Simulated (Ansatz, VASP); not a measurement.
# KF in VASP and in Ansatz

INCAR

```
PREC = Accurate ; ENCUT = 520
EDIFF = 1E-6 ; ISMEAR = 0
SIGMA = 0.02 ; LREAL = F
LASPH = T ; NELM = 60
ALGO = Normal ; ISIF = 2
LWAVE = F ; LCHARG = F
GGA = PE ; NBANDS = 15
```

Contents of KPOINTS:

```
regular mesh
0
Gamma
  8 8 8
```

POSCAR

```
KF
1.0
    0.0000000000      2.7361935831      2.7361935831
    2.7361935831      0.0000000000      2.7361935831
    2.7361935831      2.7361935831      0.0000000000
K F
1 1
Direct
    0.0000000000      0.0000000000      0.0000000000
    0.5000000000      0.5000000000      0.5000000000
```

Input for Ansatz:

```yaml
crystal:
  lattice:
    - [0.0, 2.7361935831, 2.7361935831]
    - [2.7361935831, 0.0, 2.7361935831]
    - [2.7361935831, 2.7361935831, 0.0]
  atoms:
    - { symbol: K, position: [0.0, 0.0, 0.0] }
    - { symbol: F, position: [0.5, 0.5, 0.5] }
basis:
  ecutwfc: 420
kpoints:
  mp_grid: { grid: [8, 8, 8] }
hamiltonian:
  xc: pbe
scf:
  occupations: { method: gaussian, width: 0.02 }
output:
  forces: true
  stress: true
  eigenvalues: true
```

Alike in both runs: task single point; functional PBE; k mesh 8 × 8 × 8; occupations gaussian, width 0.02 eV; no spin polarisation.

```csv
,VASP,Ansatz
version,VASP 6.6.1,Ansatz 0.2.0
potentials or method,"VASP PAW PBE potentials, release 64 (K_sv, F)","scalar-relativistic, plane waves, PAW"
plane-wave cutoff (eV),520,420
valence electrons in the cell,16,16
```

```csv
,VASP,Ansatz,Ansatz less VASP
gap on the k mesh at the Fermi level (eV),5.81,5.82,+0.015
least direct gap on the mesh (eV),5.81,5.82,+0.015
pressure (GPa),-0.8,-0.8,+0.01
```

A k mesh can miss the band edges. PBE gaps usually lie below the measured ones, often by a third to a half.
